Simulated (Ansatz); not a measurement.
BeO:
```cif
data_Be2O2
_chemical_formula_sum 'Be2 O2'
_space_group_name_H-M_alt 'P 1'
_space_group_IT_number 1
_cell_length_a 2.69043
_cell_length_b 2.69043
_cell_length_c 4.36993
_cell_angle_alpha 90.000
_cell_angle_beta 90.000
_cell_angle_gamma 120.000
loop_
_space_group_symop_operation_xyz
  'x, y, z'
loop_
_atom_site_label
_atom_site_type_symbol
_atom_site_fract_x
_atom_site_fract_y
_atom_site_fract_z
_atom_site_occupancy
Be1 Be 0.66667 0.33333 0.00013 1
Be2 Be 0.33333 0.66667 0.50013 1
O1 O 0.66667 0.33333 0.37787 1
O2 O 0.33333 0.66667 0.87787 1
```

Relaxed with r²SCAN.

**Question.** Give the optical modes at the zone centre with their infrared and Raman activity from DFPT, r²SCAN in the plane-wave PAW code Ansatz.

**Answer.** Transverse frequencies, without the LO–TO term; a row sums one degenerate level.

```csv
ω (cm⁻¹),degeneracy,IR ((D/Å)²/amu),Raman (Å⁴/amu),activity,symmetry
340,2,0.00,0,silent,E2
695,1,27.84,2.3,IR+Raman,A1
695,2,0.00,1.6,Raman,E2
722,1,0.00,0,silent,B1
736,2,52.29,0.97,IR+Raman,E1
897,1,0.00,0,silent,B1
```

**Question.** How high does the top mode go among those that the LO–TO term moves?

**Answer.** 1112 cm⁻¹ for q along x, 1112 cm⁻¹ for q along y, 1100 cm⁻¹ for q along z.

Space group P6_3mc (wurtzite). The r²SCAN relaxation kept the symmetry of its start; phonons on a q-mesh show no instability.

Potentials: the later of the program's two PAW sets.
